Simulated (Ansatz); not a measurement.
Clean, relaxed (100) surface of Si, space group Fd-3m (No. 227) (top face towards +c; atoms held fixed, by place in the list: 1, 2, 3):

```
CELL_PARAMETERS angstrom
3.84172 0.00000 0.00000
0.00000 3.84172 0.00000
0.00000 0.00000 23.79126
ATOMIC_POSITIONS crystal
Si 0.00000 0.50000 0.35727
Si 0.00000 0.00000 0.41436
Si 0.50000 0.00000 0.47145
Si 0.50000 0.50000 0.52821
Si 0.00000 0.50000 0.58539
Si 0.00000 0.00000 0.64137
```

Level of theory: DFT PBEsol, scalar-relativistic, plane waves, PAW in Ansatz. Plane waves to 420 eV, a k mesh through Γ of 8×8×1 on the computed 6-atom cell and Gaussian smearing (0.05 eV); no spin polarisation. A dipole correction removes the field between periodic images along c.

With the adsorbate the run is spin-polarised, so any moments that the slab's own atoms take up count into E_ads.

Ni (atom) is adsorbed on the top face, one adsorbate per 14.8 Å², and relaxed from 3 starting sites (fractions of a and b). E_ads counts from the clean slab and the free adsorbate (spin-polarised where it has unpaired electrons); negative means bound. Heights count from the highest slab atom after relaxation. Δφ is the top face's. Δp counts per cell along +c. Bonded neighbours lie within 1.25 times the sum of covalent radii (1.35 for H) and, on that scale, within 12 % of the closest. With the adsorbate the cell is lengthened along c to keep the vacuum.

```csv
start,ends at,E_ads (eV),height (Å),shortest contact,Δφ (eV),Δp (e·Å)
"top (Si) at (0.00, 0.00)","(0.00, 0.00), 1 bonded neighbour (Si)",-3.56,2.07,Ni–Si 2.07 Å,-1.83,+0.161
"hollow (Si-Si) at (0.50, 0.50)","(0.50, 0.50), 3 bonded neighbours (Si)",-5.75,-0.29,Ni–Si 2.23 Å,-0.21,+0.028
"bridge (Si-Si) at (0.50, 0.00)","(0.50, 0.00), 2 bonded neighbours (Si)",-5.01,1.13,Ni–Si 2.23 Å,-0.81,+0.065
```

Among the sites tried, the lowest end comes from the hollow (Si-Si) at (0.50, 0.50) start; other sites may lie lower.

Each end is the local minimum or symmetric point that its start leads to. The slab is only 6.8 Å thick, so the energies aren't converged with thickness.

For at least one of the starts the bottom face's work function also shifts by over 0.1 eV: the slab is too thin to screen the adsorbate, so the work functions aren't converged with thickness.

The ends differ in their magnetic moment (0.6, 0.0, 0.4 μB a cell), so part of the order can come from the spin state that each run reached.